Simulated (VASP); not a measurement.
Method: MS2 meta-GGA, VASP's PBE PAW potentials (set 64) (plane waves; VASP).

A VASP calculation is set up with these files.

### INCAR
```
! general
SYSTEM  = BaF2
PREC    = Accurate
ENCUT   = 520
LREAL   = .FALSE.   ! projection in real space or not
LASPH   = .TRUE.

! electronic loop
EDIFF   = 1E-7   ! SCF stop (eV)
NELM    = 100   ! most electronic steps
ALGO    = Normal
LMAXMIX = 4
LMIXTAU = .TRUE.

! smearing
ISMEAR  = 0   ! Gaussian
SIGMA   = 0.05   ! width (eV)

! functional
METAGGA = MS2

! ions
ISIF    = 2

! output
LWAVE   = .FALSE.
LCHARG  = .FALSE.
```

File POSCAR:
```
BaF2
1
    0.0000000000     3.0781393306     3.0781393306
    3.0781393306     0.0000000000     3.0781393306
    3.0781393306     3.0781393306     0.0000000000
Ba F
1 2
Direct
  0.0000000000   0.0000000000   0.0000000000
  0.2500000000   0.2500000000   0.2500000000
  0.7500000000   0.7500000000   0.7500000000
```

**KPOINTS**
```
Automatic mesh
0
Gamma
6 6 6
0 0 0
```

POTCAR, in this order: Ba_sv F (PBE.64 set). Program: vasp_std.

The run wrote:

### OUTCAR
```
 ion  position               nearest neighbor table
   1  0.000  0.000  0.000-   2 2.67   3 2.67   3 2.67   3 2.67   3 2.67   2 2.67   2 2.67   2 2.67
  LATTYP: Found a face centered cubic cell.
 ALAT       =     6.1562786612
 Subroutine PRICEL returns:
 Original cell was already a primitive cell.
 Subroutine GETGRP returns: Found 48 space group operations
The static configuration has the point symmetry O_h .
The dynamic configuration has the point symmetry O_h .
 Subroutine INISYM returns: Found 48 space group operations
 Subroutine IBZKPT returns following result:
 Found     16 irreducible k-points:

 Following reciprocal coordinates:
            Coordinates               Weight
  0.000000  0.000000  0.000000      1.000000
  0.166667  0.000000  0.000000      8.000000
  0.333333  0.000000  0.000000      8.000000
  0.500000  0.000000  0.000000      4.000000
  0.166667  0.166667  0.000000      6.000000
  0.333333  0.166667  0.000000     24.000000
  0.500000  0.166667  0.000000     24.000000
 -0.333333  0.166667  0.000000     24.000000
 -0.166667  0.166667  0.000000     12.000000
  0.333333  0.333333  0.000000      6.000000
  0.500000  0.333333  0.000000     24.000000
 -0.333333  0.333333  0.000000     12.000000
  0.500000  0.500000  0.000000      3.000000
  0.500000  0.333333  0.166667     24.000000
 -0.333333  0.333333  0.166667     24.000000
 -0.333333  0.500000  0.166667     12.000000
   k-points           NKPTS =     16   k-points in BZ     NKDIM =     16   number of bands    NBANDS=     16
   number of dos      NEDOS =    301   number of ions     NIONS =      3
   total plane-waves  NPLWV =  32768
   dimension x,y,z NGX =    32 NGY =   32 NGZ =   32
   dimension x,y,z NGXF=    64 NGYF=   64 NGZF=   64
   ions per type =               1   2
   PREC   = accura    normal or accurate (medium, high low for compatibility)
   ISTART =      0    job   : 0-new  1-cont  2-samecut
   ICHARG =      2    charge: 1-file 2-atom 10-const
   ISPIN  =      1    spin polarized calculation?
   LNONCOLLINEAR =      F non collinear calculations
   LSORBIT =      F    spin-orbit coupling
   INIWAV =      1    electr: 0-lowe 1-rand  2-diag
   ENCUT  =  520.0 eV  38.22 Ry    6.18 a.u.   8.09  8.09  8.09*2*pi/ulx,y,z
   NELM   =    100;   NELMIN=  2; NELMDL= -5     # of ELM steps
   EDIFF  = 0.1E-06   stopping-criterion for ELM
   LREAL  =      F    real-space projection
   NLSPLINE    = F    spline interpolate recip. space projectors
   LMAXMIX     =    4 max onsite mixed and CHGCAR
   VOSKOWN=      0    Vosko Wilk Nusair interpolation
   EDIFFG = 0.1E-05   stopping-criterion for IOM
   NSW    =      0    number of steps for IOM
   NBLOCK =      1;   KBLOCK =      1    inner block; outer block
   IBRION =     -1    ionic relax: 0-MD 1-quasi-New 2-CG
   NFREE  =      0    steps in history (QN), initial steepest desc. (CG)
   ISIF   =      2    stress and relaxation
   ISYM   =      2    0-nonsym 1-usesym 2-fastsym
   TEIN   =    0.0    initial temperature
   TEBEG  =    0.0;   TEEND  =   0.0 temperature during run
   SMASS  =  -3.00    Nose mass-parameter (am)
   PSTRESS=    0.0 pullay stress
   NELECT =      24.0000    total number of electrons
   EFERMI =   0.00;   METHOD = LEGACY
   ISMEAR =     0;   SIGMA  =   0.05  broadening in eV -4-tet -1-fermi 0-gaus
   IALGO  =     38    algorithm
   LDIAG  =      T    sub-space diagonalisation (order eigenvalues)
   IMIX   =      4    mixing-type and parameters
     AMIX     =   0.40;   BMIX     =  1.00
     AMIX_MAG =   1.60;   BMIX_MAG =  1.00
     AMIN     =   0.10
   METAGGA = MS2    functional components
   VOSKOWN =     0    Vosko Wilk Nusair interpolation
   LHFCALC =     F    Hartree Fock is set to
   LHFONE  =     F    Hartree Fock one center treatment
...
```

**OSZICAR**
```
       N       E                     dE             d eps       ncg     rms          rms(c)
DAV:   1     0.143670731817E+03    0.14367E+03   -0.12611E+04   512   0.132E+03
DAV:   2    -0.217985536558E+02   -0.16547E+03   -0.16043E+03   640   0.295E+02
DAV:   3    -0.276005074802E+02   -0.58020E+01   -0.57968E+01   648   0.643E+01
DAV:   4    -0.276472081797E+02   -0.46701E-01   -0.46697E-01   640   0.537E+00
DAV:   5    -0.276482546708E+02   -0.10465E-02   -0.10465E-02   696   0.557E-01    0.841E+00
DAV:   6    -0.186177081281E+02    0.90305E+01   -0.66627E+00   736   0.269E+01    0.353E+00
DAV:   7    -0.207527480957E+02   -0.21350E+01   -0.12141E+01   520   0.408E+01    0.447E+00
DAV:   8    -0.199719492799E+02    0.78080E+00   -0.19489E-01   664   0.442E+00    0.436E+00
DAV:   9    -0.217522312154E+02   -0.17803E+01   -0.15295E+00   512   0.856E+00    0.249E+00
DAV:  10    -0.173262080060E+02    0.44260E+01   -0.90507E-01   512   0.125E+01    0.216E+00
DAV:  11    -0.164868467223E+02    0.83936E+00   -0.20150E+00   616   0.146E+01    0.362E+00
DAV:  12    -0.167261712483E+02   -0.23932E+00   -0.65471E-01   528   0.776E+00    0.204E+00
DAV:  13    -0.168174511424E+02   -0.91280E-01   -0.30005E-02   704   0.164E+00    0.185E+00
DAV:  14    -0.172068881170E+02   -0.38944E+00   -0.40794E-01   512   0.780E+00    0.172E+00
DAV:  15    -0.163194263296E+02    0.88746E+00   -0.57487E-01   512   0.952E+00    0.855E-01
DAV:  16    -0.162437373879E+02    0.75689E-01   -0.57871E-02   552   0.298E+00    0.604E-01
DAV:  17    -0.162015101229E+02    0.42227E-01   -0.21823E-02   512   0.200E+00    0.359E-01
DAV:  18    -0.163092711529E+02   -0.10776E+00   -0.21800E-02   512   0.192E+00    0.490E-01
DAV:  19    -0.163613417418E+02   -0.52071E-01   -0.40735E-02   528   0.211E+00    0.299E-01
DAV:  20    -0.163611677606E+02    0.17398E-03   -0.55777E-04   600   0.255E-01    0.283E-01
DAV:  21    -0.163612566269E+02   -0.88866E-04   -0.42376E-04   544   0.175E-01    0.278E-01
DAV:  22    -0.163612775528E+02   -0.20926E-04   -0.70950E-04   512   0.297E-01    0.188E-01
DAV:  23    -0.163612412930E+02    0.36260E-04   -0.10441E-04   648   0.109E-01    0.136E-01
DAV:  24    -0.163612634708E+02   -0.22178E-04   -0.54328E-05   688   0.822E-02    0.114E-01
DAV:  25    -0.163612291281E+02    0.34343E-04   -0.31229E-05   672   0.460E-02    0.703E-02
DAV:  26    -0.163611956106E+02    0.33517E-04   -0.49544E-05   744   0.633E-02    0.273E-02
DAV:  27    -0.163612058102E+02   -0.10200E-04   -0.25025E-05   536   0.459E-02    0.641E-03
DAV:  28    -0.163612093085E+02   -0.34983E-05   -0.36711E-06   528   0.209E-02    0.495E-03
DAV:  29    -0.163612093466E+02   -0.38123E-07   -0.56085E-07   672   0.911E-03
   1 F= -.16361209E+02 E0= -.16361209E+02  d E =-.103255E-19
```

**OUTCAR**
```
------------------------ aborting loop because EDIFF is reached ----------------------------------------
  FORCE on cell =-STRESS in cart. coord.  units (eV):
  Direction    XX          YY          ZZ          XY          YZ          ZX
  --------------------------------------------------------------------------------------
  Total        0.6541678      0.6541678      0.6541678      0.0000000     -0.0000000     -0.0000000
  in kB       17.9682146     17.9682146     17.9682146      0.0000000     -0.0000000     -0.0000000
  external PRESSURE =      17.9682146 kB  Pullay stress =       0.0000000 kB
  volume of cell :       58.33
      direct lattice vectors                 reciprocal lattice vectors
     0.000000000  3.078139331  3.078139331    -0.162435792  0.162435792  0.162435792
     3.078139331  0.000000000  3.078139331     0.162435792 -0.162435792  0.162435792
     3.078139331  3.078139331  0.000000000     0.162435792  0.162435792 -0.162435792
 POSITION                                       TOTAL-FORCE (eV/Angst)
 -----------------------------------------------------------------------------------
      0.00000      0.00000      0.00000         0.000000      0.000000      0.000000
      1.53907      1.53907      1.53907         0.000000      0.000000      0.000000
      4.61721      4.61721      4.61721        -0.000000     -0.000000     -0.000000
 -----------------------------------------------------------------------------------
    total drift:                               -0.000000     -0.000000      0.000000
  FREE ENERGIE OF THE ION-ELECTRON SYSTEM (eV)
  ---------------------------------------------------
  free  energy   TOTEN  =       -16.3612093466 eV

  energy  without entropy=      -16.3612093466  energy(sigma->0) =      -16.36120935
```
(Selected blocks of OUTCAR.)

OUTCAR:
```
 val. band max:       -2.2758298694   @ k =  -0.1667   0.1667   0.0000

 cond. band min:       4.9363923184   @ k =   0.0000   0.0000   0.0000


 Fermi energy:        -1.9612617963

 k-point     1 :       0.0000    0.0000    0.0000
  band No.  band energies     occupation
      1     -25.7406      2.00000
      2     -22.7944      2.00000
      3     -22.5409      2.00000
      4     -10.2908      2.00000
      5     -10.2908      2.00000
      6     -10.2908      2.00000
      7      -3.7950      2.00000
      8      -3.7950      2.00000
      9      -3.7950      2.00000
     10      -2.3480      2.00000
     11      -2.3479      2.00000
     12      -2.3479      2.00000
     13       4.9364      0.00000
     14       7.3325      0.00000
     15       7.3325      0.00000
     16       9.8113      0.00000

 k-point     2 :       0.1667    0.0000    0.0000
  band No.  band energies     occupation
      1     -25.6657      2.00000
      2     -22.8184      2.00000
      3     -22.6278      2.00000
      4     -10.3457      2.00000
      5     -10.3346      2.00000
      6     -10.3346      2.00000
      7      -3.6796      2.00000
      8      -3.6795      2.00000
      9      -3.5052      2.00000
     10      -2.5255      2.00000
     11      -2.3830      2.00000
     12      -2.3830      2.00000
     13       5.5294      0.00000
     14       7.3162      0.00000
     15       7.3162      0.00000
     16       9.4823      0.00000

 k-point     3 :       0.3333    0.0000    0.0000
  band No.  band energies     occupation
      1     -25.4994      2.00000
      2     -22.9199      2.00000
      3     -22.7672      2.00000
      4     -10.4408      2.00000
      5     -10.4186      2.00000
      6     -10.4186      2.00000
      7      -3.4701      2.00000
      8      -3.4700      2.00000
      9      -2.9288      2.00000
     10      -2.7977      2.00000
     11      -2.4266      2.00000
     12      -2.4265      2.00000
     13       6.6266      0.00000
...
```

Unless said otherwise, spin-orbit coupling is left out, though it shifts the bands of the heavy elements here.

The compound is BaF2 in the fluorite structure. This cell is one point of a volume scan, at 0.97 of the reference volume.
